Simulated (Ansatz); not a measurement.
**Mo3Se4: computed properties**

Method: DFT PBEsol, scalar-relativistic, plane waves, PAW (Ansatz 0.2.0).

Settings: cutoff 420 eV, Γ-centred mesh 6×6×6 on the computed 14-atom cell, Gaussian smearing of 0.10 eV; no spin polarisation.

The structure is relaxed at this level of theory with its symmetry kept. Whether it is the stable form of this composition wasn't checked.

Symmetry: R-3, No. 148, trigonal system. The conventional cell has a = 9.462 Å, b = 9.462 Å, c = 11.185 Å, α = 90.00°, β = 90.00°, γ = 120.00°. Mo (site symmetry 1) has 5 Se at 2.52 to 2.58 Å and 4 Mo at 2.67 to 2.82 Å as nearest neighbours. Around Se (site symmetry 1) lie 4 Mo at 2.52 to 2.58 Å. Se (site symmetry 3) is surrounded by 3 Mo at 2.53 Å.

- Volume per atom: 20.65 Å³
- Formation energy from the elements' standard states (uncorrected): -0.548 eV/atom
- Kohn–Sham band gap: none (metal)
- Density of states at the Fermi level: 9.11 states/eV per cell
- Löwdin character within 0.5 eV of the Fermi level: Mo 4d 65 %, Se 4p 30 %

A ferromagnetic start lost its moments in a first run, so spin was left out; other magnetic orders weren't tried.

Cost: 9 runs of about 89 core-minutes in all, on Intel Xeon Platinum 8488C (Sapphire Rapids) (shared hosts).